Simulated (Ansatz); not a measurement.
Isolated molecules relaxed with PBE0-D4/def2-TZVP in Ansatz; ΔE leaves out vibrations. CBS: MP2 limit from def2 TZ/QZ plus the TZ coupled-cluster correction, frozen cores. This one scheme is used for every species. One conformer a species, not always the lowest.

Reaction (silylene formation by 1,1-elimination): `CC(=O)O[SiH](F)F` → `F[Si]F` + `CC(=O)O`

`CC(=O)O[SiH](F)F`:

```xyz
11

C    -0.211    1.311   -1.457
C    -0.299    0.620   -0.140
O    -0.881    1.015    0.832
O     0.368   -0.559   -0.126
Si    0.381   -1.431    1.284
F     1.332   -2.647    0.959
F    -1.051   -2.018    1.574
H    -0.754    2.252   -1.418
H     0.837    1.487   -1.709
H    -0.625    0.667   -2.235
H     0.903   -0.697    2.436
```

`F[Si]F`:

Cartesian coordinates in Å:
```
F -0.842 -0.954 -0.126
Si -0.374 0.560 0.107
F 1.216 0.394 0.019
```

`CC(=O)O`:

Cartesian coordinates in Å:
```
C -0.229 0.420 -0.833
C 0.106 0.034 0.573
O 0.169 0.778 1.512
O 0.339 -1.287 0.682
H 0.592 0.146 -1.497
H -1.113 -0.128 -1.165
H -0.411 1.490 -0.884
H 0.547 -1.453 1.612
```

```
           species  CCSD(T)/CBS(def2) energy (Eh)
`CC(=O)O[SiH](F)F`                     -717.72603
          `F[Si]F`                     -488.75686
         `CC(=O)O`                     -228.87529
```

(1) Work out ΔE.

(2) What do rigid-rotor, harmonic-oscillator terms from PBE0-D4/def2-TZVP frequencies (298.15 K, 1 bar) make of the CCSD(T)/CBS value? (Estimate.)

Largest T1 diagnostic among the species: 0.015.

## Answers

(1) ΔE = (-488.75686) + (-228.87529) − (-717.72603) = 0.09388 Eh = +246.5 kJ/mol.

(2) Ansatz gave: ΔZPE = -1.6 kJ/mol, ΔH = +246.7 kJ/mol, ΔS = 167 J/(mol·K), ΔG = +196.9 kJ/mol.

From BLYP to BHLYP (50 % exact exchange), in def2-TZVPP and without D4, ΔE moves by +53.3 kJ/mol. The D4 term adds +14.9 kJ/mol with B3LYP and +8.2 kJ/mol with PBE0; it sums over pairs of atoms, weighted by their polarisabilities, and B3LYP, whose exchange is more repulsive, gets the larger term.

B3LYP here is the variant with VWN-RPA as its local correlation; programs differ in this.
